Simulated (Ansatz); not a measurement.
# Carbon, simple cubic under revPBE: ground state and equation of state, part 2 of 2

Aim: take carbon in the simple cubic structure, relax it, solve it on a dense k-mesh, then scale the cell to 7 volumes from 88 to 112 % of the relaxed one and try a fit of the equation of state. Spin polarisation is left out. The k-meshes are 16×16×16 for the relaxation; 29×29×29 for the dense run; 20×20×20 for the volumes.

Ansatz 0.2.0; DFT, revPBE, plane waves (420 eV) with PAW, scalar-relativistic. The steps go on from the part before.

## 4. At 88 % of the relaxed volume

Contents of input.yaml:

```yaml
crystal:
  lattice:
    - [1.7014253001, 0.0, 0.0]
    - [0.0, 1.7014253001, 0.0]
    - [0.0, 0.0, 1.7014253001]
  atoms:
    - { symbol: C, position: [0.0, 0.0, 0.0] }
hamiltonian:
  xc: revpbe
  pseudopotentials:
    kind: paw
    azcp:
      C: "pseudopotentials/C.paw.azcp"
basis:
  ecutwfc: 420
  fft_grid_basis: typed
kpoints:
  mp_grid: { grid: [20, 20, 20], shift: [0, 0, 0] }
magnetization:
  spin_polarized: false
scf:
  occupations: { method: fermi_dirac, width: 0.1 }
  lower_state_search: "off"
output:
  stress: true
  write_density: true
  write_potential: true
  elf: true
  volumetric_format: npy
```

Launch:

```sh
> ansatz run input.yaml --threads 2 --pin off --max-ram 5120MiB --backend cpu --events-out ev --progress --plain --runs-dir out
```

Log:

```text
Warning: RAYON_NUM_THREADS=2 ignored (pool sized by the plan → 2); use --threads N
Engine: ansatz 0.2.0, x86_64-unknown-linux-gnu
Pseudopotentials: kind: paw
Pseudopotential: C, paw, valence charge 4, recommended cutoff 420 eV (normal), <dir>
Functional definition: revPBE
  parameter kappa = 1.245
  parameter beta = 0.06672455060314922
  exchange = pbe_x(kappa = kappa, mu = beta*pi^2/3)
  correlation = pbe_c(beta = beta)
Crystal: 1 atoms, lattice volume = 4.925 Å³
Basis set: ecut = 420 eV, 93 PW (Γ)
Bands: 6, of which v1, the nominal top of the filled ones, is band 2 counted from 1 (1 counted from 0)
Symmetry: 48 space group operations
Space group: Pm-3m (ITA 221), of the structure as read, at distance tolerance 1.7e-5 Å
k-points: 286 of 8000
Non-local potential: C, projectors of the file, l = 0: 2, l = 1: 2, l = 2: 1
PAW form: soft (Blöchl's): semilocal exchange-correlation on the pseudo side does not see the compensation charge
PAW frozen core: C, regenerated for the run's functional, and the local potential with it (the file was generated under x = pbe(κ = 0.804, μ = 0.2195149727645171), c = pbe(β = 0.06672455060314922))
PAW one-centre angular grid: C, 110 points (default); XC on 64 Gauss nodes
Initial density: superposition of atomic densities (neutral atoms: chi_scale 0, normalization atom), corrected by the library's trained network
Initial wavefunctions: pseudopotential atomic-orbital guess
Functional: x = revpbe(κ = 1.245, μ = 0.2195149727645171), c = pbe(β = 0.06672455060314922)
SCF iter   1: F=—  HF=-248.973656 eV  |F-HF|=—  |Δ(HF+E_count)|=         —  Δρ=7.92e-3  dr2=6.40e-4  ethr=1.77e-3  ⟨swp⟩=4.9  Hψ=13334  notcnv=0
preconditioner: auto → none  [metal: Δε(μ)=0.032 eV  Ē_g=27.812 eV  σ=0.100 eV  W_gap=0.08  n_scr=0 (ndim 8)  ℏωp=33.5 eV  f_vac=0.000  D(μ)=0.38/eV (n_scr^D=6)]
SCF iter   2: F=—  HF=-248.974375 eV  |F-HF|=—  |Δ(HF+E_count)|=   7.19e-4  Δρ=4.05e-3  dr2=1.58e-4  ethr=1.60e-5  ⟨swp⟩=1.1  Hψ=4029  notcnv=0
SCF iter   3: F=—  HF=-248.974679 eV  |F-HF|=—  |Δ(HF+E_count)|=   3.05e-4  Δρ=1.78e-4  dr2=6.90e-7  ethr=3.96e-6  ⟨swp⟩=2.0  Hψ=2241  notcnv=0
SCF iter   4: F=—  HF=-248.974680 eV  |F-HF|=—  |Δ(HF+E_count)|=   7.73e-7  Δρ=4.64e-5  dr2=5.90e-8  ethr=1.72e-8  ⟨swp⟩=2.0  Hψ=2280  notcnv=0
iter 5 did not close the SCF: its close was put off for the readings that it lacked (scf_convergence_deferred on its scf_iter line)
SCF iter   5: F=-248.974680 eV  HF=-248.974680 eV  |F-HF|=8.41e-10  |Δ(HF+E_count)|=   5.68e-8  Δρ=9.48e-6  dr2=2.86e-9  ethr=1.48e-9  ⟨swp⟩=2.2  Hψ=2276  notcnv=0
SCF iter   6: F=-248.974680 eV  HF=-248.974680 eV  |F-HF|=1.43e-11  |Δ(HF+E_count)|=  6.15e-10  Δρ=1.23e-6  dr2=4.72e-11  ethr=7.16e-11  ⟨swp⟩=3.4  Hψ=6321  notcnv=0
SCF 1 converged in 6 iterations: F = -248.974680 eV  dr2 = 4.72e-11
SCF converged after 6 iterations
Free energy (F): -248.974680 eV
Harris-Foulkes:  -248.974680 eV  (|F-HF|=1.43e-11)
Internal energy: -248.963064 eV  (E = F + TS)
E sigma→0 (E₀):  -248.968872 eV
Entropy (-TS):   -0.011617 eV (-11.617 meV/atom)
Fermi energy:    17.198840 eV
--- Per-component energies (eV) ---
  E_band       = 30.213306
  E_kinetic    = 91.572330
  E_local      = -31.726600  (includes V_loc(G=0)·N_el)
  E_nonlocal   = 26.686004
  E_hartree    = 5.091395
  E_xc         = -48.945224
  E_vxc        = -60.834943  (∫ρ·V_xc dr)
  E_paw        = -99.526474  (= ΣΔE_a)
  E_vpaw       = -5.666311  (= ΣTr[D̂ρ^β])
  E_aug_tail   = 0.000007  (compensation charges beyond the density's cutoff)
  E_ewald      = -192.102834
  E_core_change = -0.011667  (= ΣΔE_core)
  E_smearing   = -0.011617  (= −TS)
  E_closure    = 0.000000  (closes the sum)
  Σ components = -248.974680   (vs F -248.974680, Δ=0.00e0)
--- Stress (GPa, compression-positive) ---
       56.025737       0.000000       0.000000
        0.000000      56.025737       0.000000
        0.000000       0.000000      56.025737
  P = ⅓ Tr σ = 56.0257 GPa (560.257 kbar)
--- Band table (eV; the first three rows and the last of 286) ---
  k-point 0: bands = ["-7.0200", "27.5379", "27.5379", "27.5379", "43.8323", "43.8323"]
  k-point 1: bands = ["-6.9139", "26.6806", "27.6150", "27.6150", "43.9526", "44.7751"]
  k-point 2: bands = ["-6.5958", "24.5532", "27.8392", "27.8392", "44.3091", "47.0882"]
  k-point 285: bands = ["15.9758", "15.9758", "15.9758", "28.3979", "35.0268", "35.0268"]
```

Run time: 0.58 s. Hardware: 2 threads of AMD EPYC 9R45 (Zen 5), shared host; peak memory 0.32 GiB.

Density in a lattice plane of the grid's cell (edges 1.70 and 1.70 Å, at 0.000 of the third edge), which holds C.

Values in e/Å³, 12 rows by 12 columns:
```
1.70 1.71 1.65 1.52 1.30 1.12 1.05 1.12 1.30 1.52 1.65 1.71
1.69 1.65 1.54 1.36 1.13 0.97 0.91 0.97 1.13 1.36 1.54 1.65
1.60 1.52 1.36 1.15 0.93 0.79 0.74 0.79 0.93 1.15 1.36 1.52
1.39 1.30 1.13 0.93 0.73 0.61 0.57 0.61 0.73 0.93 1.13 1.30
1.20 1.12 0.97 0.79 0.61 0.51 0.48 0.51 0.61 0.79 0.97 1.12
1.13 1.05 0.91 0.74 0.57 0.48 0.45 0.48 0.57 0.74 0.91 1.05
1.20 1.12 0.97 0.79 0.61 0.51 0.48 0.51 0.61 0.79 0.97 1.12
1.39 1.30 1.13 0.93 0.73 0.61 0.57 0.61 0.73 0.93 1.13 1.30
1.60 1.52 1.36 1.15 0.93 0.79 0.74 0.79 0.93 1.15 1.36 1.52
1.69 1.65 1.54 1.36 1.13 0.97 0.91 0.97 1.13 1.36 1.54 1.65
1.70 1.71 1.65 1.52 1.30 1.12 1.05 1.12 1.30 1.52 1.65 1.71
1.65 1.70 1.69 1.60 1.39 1.20 1.13 1.20 1.39 1.60 1.69 1.70
```
Columns run along the first of these edges and rows up along the second, over one cell in 12 and 12 even steps from the bottom left corner. Atoms in the plane (fractional): C at (0.00, 0.00).

ELF in the same plane.

Ten even steps from '0' (0.02) to '9' (0.82):
```
001235689999999998653210
011246789999999998764211
233456788888888888765433
455667788887778888776655
667777777776667777777776
888888776655555667788888
999988766544444566788999
999988765433333456788999
999987654332223345678999
999987654332223345678999
999987654332223345678999
999988765433333456788999
999988766544444566788999
888888776655555667788888
667777777776667777777776
455667788887778888776655
233456788888888888765433
011246789999999998764211
001235689999999998653210
000135689999999998653100
```
Columns run along the first of these edges and rows up along the second, over one cell in 24 and 20 even steps from the bottom left corner. Atoms in the plane (fractional): C at (0.00, 0.00).

Both are smooth fields of the valence electrons: close to the nuclei they are not physical.

The highest ELF values outside the cores: 0.82 on the C–C line, 0.8 Å from C.

## 5. At 92 % of the relaxed volume

input.yaml, as its differences from that of step 4:

```diff
@@ -2,5 +2,5 @@
   lattice:
-    - [1.7014253001, 0.0, 0.0]
-    - [0.0, 1.7014253001, 0.0]
-    - [0.0, 0.0, 1.7014253001]
+    - [1.7268234521, 0.0, 0.0]
+    - [0.0, 1.7268234521, 0.0]
+    - [0.0, 0.0, 1.7268234521]
   atoms:
```

Launch:

```sh
> ansatz run input.yaml --threads 2 --pin off --max-ram 5120MiB --backend cpu --events-out ev --progress --plain --runs-dir out
```

Log (excerpt; [...] marks lines left out):

```text
Warning: RAYON_NUM_THREADS=2 ignored (pool sized by the plan → 2); use --threads N
[...]
[... 3 set-up lines as earlier in the session ...]
[...]
Crystal: 1 atoms, lattice volume = 5.149 Å³
Basis set: ecut = 420 eV, 93 PW (Γ)
Bands: 6, of which v1, the nominal top of the filled ones, is band 2 counted from 1 (1 counted from 0)
[... 2 set-up lines as earlier in the session ...]
k-points: 286 of 8000
[...]
SCF iter   1: F=—  HF=-249.037260 eV  |F-HF|=—  |Δ(HF+E_count)|=         —  Δρ=7.52e-3  dr2=6.28e-4  ethr=1.77e-3  ⟨swp⟩=5.0  Hψ=13366  notcnv=0
[...]
SCF iter   6: F=-249.038191 eV  HF=-249.038191 eV  |F-HF|=5.23e-12  |Δ(HF+E_count)|=  2.35e-10  Δρ=7.17e-7  dr2=1.73e-11  ethr=2.77e-11  ⟨swp⟩=3.3  Hψ=6264  notcnv=0
[...]
SCF converged after 6 iterations
Free energy (F): -249.038191 eV
[...]
E sigma→0 (E₀):  -249.032363 eV
Entropy (-TS):   -0.011658 eV (-11.658 meV/atom)
Fermi energy:    16.181246 eV
[...]
--- Stress (GPa, compression-positive) ---
       35.507315      -0.000000       0.000000
       -0.000000      35.507315      -0.000000
        0.000000       0.000000      35.507315
  P = ⅓ Tr σ = 35.5073 GPa (355.073 kbar)
--- Band table (eV; the first three rows and the last of 286) ---
  k-point 0: bands = ["-7.2324", "26.2222", "26.2222", "26.2222", "42.4301", "42.4301"]
[...]
```

Wall time 0.6 s (2 threads of AMD EPYC 9R45 (Zen 5), shared host); peak memory 0.32 GiB.

## 6. At 96 % of the relaxed volume

input.yaml, as its differences from that of step 5:

```diff
@@ -2,5 +2,5 @@
   lattice:
-    - [1.7268234521, 0.0, 0.0]
-    - [0.0, 1.7268234521, 0.0]
-    - [0.0, 0.0, 1.7268234521]
+    - [1.7514956919, 0.0, 0.0]
+    - [0.0, 1.7514956919, 0.0]
+    - [0.0, 0.0, 1.7514956919]
   atoms:
@@ -25,5 +25 @@
   stress: true
-  write_density: true
-  write_potential: true
-  elf: true
-  volumetric_format: npy
```

Launch:

```sh
> ansatz run input.yaml --threads 2 --pin off --max-ram 5120MiB --backend cpu --events-out ev --progress --plain --runs-dir out
```

Log (excerpt; [...] marks lines left out):

```text
Warning: RAYON_NUM_THREADS=2 ignored (pool sized by the plan → 2); use --threads N
[...]
[... 3 set-up lines as earlier in the session ...]
[...]
Crystal: 1 atoms, lattice volume = 5.373 Å³
Basis set: ecut = 420 eV, 93 PW (Γ)
Bands: 6, of which v1, the nominal top of the filled ones, is band 2 counted from 1 (1 counted from 0)
[... 2 set-up lines as earlier in the session ...]
k-points: 286 of 8000
[...]
SCF iter   1: F=—  HF=-249.074762 eV  |F-HF|=—  |Δ(HF+E_count)|=         —  Δρ=7.04e-3  dr2=5.82e-4  ethr=1.77e-3  ⟨swp⟩=5.0  Hψ=13388  notcnv=0
[...]
SCF iter   6: F=-249.075563 eV  HF=-249.075563 eV  |F-HF|=1.02e-11  |Δ(HF+E_count)|=  3.64e-10  Δρ=9.50e-7  dr2=3.27e-11  ethr=4.17e-11  ⟨swp⟩=1.0  Hψ=4808  notcnv=0
[...]
SCF converged after 6 iterations
Free energy (F): -249.075563 eV
[...]
E sigma→0 (E₀):  -249.069804 eV
Entropy (-TS):   -0.011519 eV (-11.519 meV/atom)
Fermi energy:    15.259065 eV
[...]
--- Stress (GPa, compression-positive) ---
       18.513089       0.000000       0.000000
        0.000000      18.513089      -0.000000
        0.000000       0.000000      18.513089
  P = ⅓ Tr σ = 18.5131 GPa (185.131 kbar)
```

Run time: 0.4 s. Hardware: 2 threads of AMD EPYC 9R45 (Zen 5), shared host; peak memory 0.31 GiB.

## 7. At 100 % of the relaxed volume

input.yaml, as its differences from that of step 6:

```diff
@@ -2,5 +2,5 @@
   lattice:
-    - [1.7514956919, 0.0, 0.0]
-    - [0.0, 1.7514956919, 0.0]
-    - [0.0, 0.0, 1.7514956919]
+    - [1.7754917654, 0.0, 0.0]
+    - [0.0, 1.7754917654, 0.0]
+    - [0.0, 0.0, 1.7754917654]
   atoms:
```

Launch:

```sh
> ansatz run input.yaml --threads 2 --pin off --max-ram 5120MiB --backend cpu --events-out ev --progress --plain --runs-dir out
```

Log (excerpt; [...] marks lines left out):

```text
Warning: RAYON_NUM_THREADS=2 ignored (pool sized by the plan → 2); use --threads N
[...]
[... 3 set-up lines as earlier in the session ...]
[...]
Crystal: 1 atoms, lattice volume = 5.597 Å³
Basis set: ecut = 420 eV, 93 PW (Γ)
Bands: 6, of which v1, the nominal top of the filled ones, is band 2 counted from 1 (1 counted from 0)
[... 2 set-up lines as earlier in the session ...]
k-points: 286 of 8000
[...]
SCF iter   1: F=—  HF=-249.090523 eV  |F-HF|=—  |Δ(HF+E_count)|=         —  Δρ=6.54e-3  dr2=5.18e-4  ethr=1.77e-3  ⟨swp⟩=5.0  Hψ=13383  notcnv=0
[...]
SCF iter   6: F=-249.091225 eV  HF=-249.091225 eV  |F-HF|=1.13e-11  |Δ(HF+E_count)|=  5.11e-10  Δρ=9.01e-7  dr2=3.04e-11  ethr=4.45e-11  ⟨swp⟩=1.1  Hψ=4762  notcnv=0
[...]
SCF converged after 6 iterations
Free energy (F): -249.091225 eV
[...]
E sigma→0 (E₀):  -249.085641 eV
Entropy (-TS):   -0.011167 eV (-11.167 meV/atom)
Fermi energy:    14.420589 eV
[...]
--- Stress (GPa, compression-positive) ---
        4.304645       0.000000       0.000000
       -0.000000       4.304645       0.000000
        0.000000       0.000000       4.304645
  P = ⅓ Tr σ = 4.3046 GPa (43.046 kbar)
```

It took 0.41 s on 2 threads of AMD EPYC 9R45 (Zen 5), shared host; peak memory 0.31 GiB.

## 8. At 104 % of the relaxed volume

input.yaml, as its differences from that of step 7:

```diff
@@ -2,5 +2,5 @@
   lattice:
-    - [1.7754917654, 0.0, 0.0]
-    - [0.0, 1.7754917654, 0.0]
-    - [0.0, 0.0, 1.7754917654]
+    - [1.7988561785, 0.0, 0.0]
+    - [0.0, 1.7988561785, 0.0]
+    - [0.0, 0.0, 1.7988561785]
   atoms:
```

Launch:

```sh
> ansatz run input.yaml --threads 2 --pin off --max-ram 5120MiB --backend cpu --events-out ev --progress --plain --runs-dir out
```

Log (excerpt; [...] marks lines left out):

```text
Warning: RAYON_NUM_THREADS=2 ignored (pool sized by the plan → 2); use --threads N
[...]
[... 3 set-up lines as earlier in the session ...]
[...]
Crystal: 1 atoms, lattice volume = 5.821 Å³
Basis set: ecut = 420 eV, 123 PW (Γ)
Bands: 6, of which v1, the nominal top of the filled ones, is band 2 counted from 1 (1 counted from 0)
[... 2 set-up lines as earlier in the session ...]
k-points: 286 of 8000
[...]
SCF iter   1: F=—  HF=-249.088067 eV  |F-HF|=—  |Δ(HF+E_count)|=         —  Δρ=6.02e-3  dr2=4.46e-4  ethr=1.77e-3  ⟨swp⟩=5.0  Hψ=13361  notcnv=0
[...]
SCF iter   6: F=-249.088678 eV  HF=-249.088678 eV  |F-HF|=2.84e-13  |Δ(HF+E_count)|=  5.56e-11  Δρ=1.49e-7  dr2=7.09e-13  ethr=4.90e-12  ⟨swp⟩=1.0  Hψ=4790  notcnv=0
[...]
SCF converged after 6 iterations
Free energy (F): -249.088678 eV
[...]
E sigma→0 (E₀):  -249.083266 eV
Entropy (-TS):   -0.010824 eV (-10.824 meV/atom)
Fermi energy:    13.654418 eV
[...]
--- Stress (GPa, compression-positive) ---
       -7.692251       0.000000       0.000000
        0.000000      -7.692251       0.000000
        0.000000       0.000000      -7.692251
  P = ⅓ Tr σ = -7.6923 GPa (-76.923 kbar)
```

Wall time 0.44 s (2 threads of AMD EPYC 9R45 (Zen 5), shared host); peak memory 0.29 GiB.

## 9. At 108 % of the relaxed volume

input.yaml, as its differences from that of step 8:

```diff
@@ -2,5 +2,5 @@
   lattice:
-    - [1.7988561785, 0.0, 0.0]
-    - [0.0, 1.7988561785, 0.0]
-    - [0.0, 0.0, 1.7988561785]
+    - [1.8216289274, 0.0, 0.0]
+    - [0.0, 1.8216289274, 0.0]
+    - [0.0, 0.0, 1.8216289274]
   atoms:
@@ -25 +25,5 @@
   stress: true
+  write_density: true
+  write_potential: true
+  elf: true
+  volumetric_format: npy
```

Launch:

```sh
> ansatz run input.yaml --threads 2 --pin off --max-ram 5120MiB --backend cpu --events-out ev --progress --plain --runs-dir out
```

Log (excerpt; [...] marks lines left out):

```text
Warning: RAYON_NUM_THREADS=2 ignored (pool sized by the plan → 2); use --threads N
[...]
[... 3 set-up lines as earlier in the session ...]
[...]
Crystal: 1 atoms, lattice volume = 6.045 Å³
Basis set: ecut = 420 eV, 123 PW (Γ)
Bands: 6, of which v1, the nominal top of the filled ones, is band 2 counted from 1 (1 counted from 0)
[... 2 set-up lines as earlier in the session ...]
k-points: 286 of 8000
[...]
SCF iter   1: F=—  HF=-249.070139 eV  |F-HF|=—  |Δ(HF+E_count)|=         —  Δρ=5.49e-3  dr2=3.77e-4  ethr=1.77e-3  ⟨swp⟩=5.0  Hψ=13423  notcnv=0
[...]
SCF iter   6: F=-249.070696 eV  HF=-249.070696 eV  |F-HF|=2.84e-14  |Δ(HF+E_count)|=  7.51e-11  Δρ=5.80e-8  dr2=1.36e-13  ethr=1.54e-12  ⟨swp⟩=3.2  Hψ=6216  notcnv=0
[...]
SCF converged after 6 iterations
Free energy (F): -249.070696 eV
[...]
E sigma→0 (E₀):  -249.065378 eV
Entropy (-TS):   -0.010635 eV (-10.635 meV/atom)
Fermi energy:    12.950334 eV
[...]
--- Stress (GPa, compression-positive) ---
      -17.682825       0.000000       0.000000
        0.000000     -17.682825       0.000000
        0.000000       0.000000     -17.682825
  P = ⅓ Tr σ = -17.6828 GPa (-176.828 kbar)
--- Band table (eV; the first three rows and the last of 286) ---
  k-point 0: bands = ["-7.9202", "21.8220", "21.8220", "21.8220", "37.7231", "37.7231"]
[...]
```

Run time: 0.6 s. Hardware: 2 threads of AMD EPYC 9R45 (Zen 5), shared host; peak memory 0.33 GiB.

## 10. At 112 % of the relaxed volume

input.yaml, as its differences from that of step 9:

```diff
@@ -2,5 +2,5 @@
   lattice:
-    - [1.8216289274, 0.0, 0.0]
-    - [0.0, 1.8216289274, 0.0]
-    - [0.0, 0.0, 1.8216289274]
+    - [1.8438461039, 0.0, 0.0]
+    - [0.0, 1.8438461039, 0.0]
+    - [0.0, 0.0, 1.8438461039]
   atoms:
```

Launch:

```sh
> ansatz run input.yaml --threads 2 --pin off --max-ram 5120MiB --backend cpu --events-out ev --progress --plain --runs-dir out
```

Log (excerpt; [...] marks lines left out):

```text
Warning: RAYON_NUM_THREADS=2 ignored (pool sized by the plan → 2); use --threads N
[...]
[... 3 set-up lines as earlier in the session ...]
[...]
Crystal: 1 atoms, lattice volume = 6.269 Å³
Basis set: ecut = 420 eV, 123 PW (Γ)
Bands: 6, of which v1, the nominal top of the filled ones, is band 2 counted from 1 (1 counted from 0)
[... 2 set-up lines as earlier in the session ...]
k-points: 286 of 8000
[...]
SCF iter   1: F=—  HF=-249.039530 eV  |F-HF|=—  |Δ(HF+E_count)|=         —  Δρ=5.00e-3  dr2=3.20e-4  ethr=1.77e-3  ⟨swp⟩=5.0  Hψ=13400  notcnv=0
[...]
SCF iter   6: F=-249.040059 eV  HF=-249.040059 eV  |F-HF|=1.02e-12  |Δ(HF+E_count)|=  1.46e-10  Δρ=2.34e-7  dr2=2.53e-12  ethr=3.93e-12  ⟨swp⟩=3.2  Hψ=6287  notcnv=0
[...]
SCF converged after 6 iterations
Free energy (F): -249.040059 eV
[...]
E sigma→0 (E₀):  -249.034764 eV
Entropy (-TS):   -0.010590 eV (-10.590 meV/atom)
Fermi energy:    12.298509 eV
[...]
--- Stress (GPa, compression-positive) ---
      -25.915283      -0.000000       0.000000
       -0.000000     -25.915283       0.000000
        0.000000       0.000000     -25.915283
  P = ⅓ Tr σ = -25.9153 GPa (-259.153 kbar)
--- Band table (eV; the first three rows and the last of 286) ---
  k-point 0: bands = ["-8.0609", "20.8983", "20.8983", "20.8983", "36.7301", "36.7301"]
[...]
```

Wall time 0.59 s (2 threads of AMD EPYC 9R45 (Zen 5), shared host); peak memory 0.31 GiB.

## 11. The equation of state

All volumes keep the relaxed shape and fractional coordinates.

| V (Å³/atom) | E − E₀ (meV/atom) | P from the stress (GPa) | P from the fit (GPa) |
| --- | --- | --- | --- |
| 4.925 | 117.8 | 56.03 | 55.84 |
| 5.149 | 54.3 | 35.51 | 35.58 |
| 5.373 | 16.9 | 18.51 | 18.62 |
| 5.597 | 1.1 | 4.30 | 4.40 |
| 5.821 | 3.4 | -7.69 | -7.55 |
| 6.045 | 21.3 | -17.68 | -17.60 |
| 6.269 | 51.9 | -25.92 | -26.06 |

Fit (Birch-Murnaghan, third order): V₀ = 5.675 Å³/atom, B₀ = 311 GPa, B₀′ = 3.4, largest residual 0.06 meV/atom.

## 12. What came out

What follows sums up all 2 parts.

| quantity | value |
| --- | --- |
| space group (spins left aside) | Pm-3m (No. 221) |
| conventional cell | a = 1.775 Å |
| volume | 5.597 Å³/atom |
| shortest distance | 1.775 Å |
| gap on the mesh | none (levels filled in part) |
| relative to graphite | +2811 meV/atom |
| V₀, B₀, B₀′ | 5.675 Å³/atom, 311 GPa, 3.4 |

The relaxation shrank the cell by 21.7 % in volume. It lies 2811 meV/atom above the element's reference form at the same level (graphite, from a run of its own). No gap shows: it is a metal or semimetal at this level. B₀ comes out at 311 GPa, among the stiffest elements. Relaxation kept the symmetry; phonons were not checked.
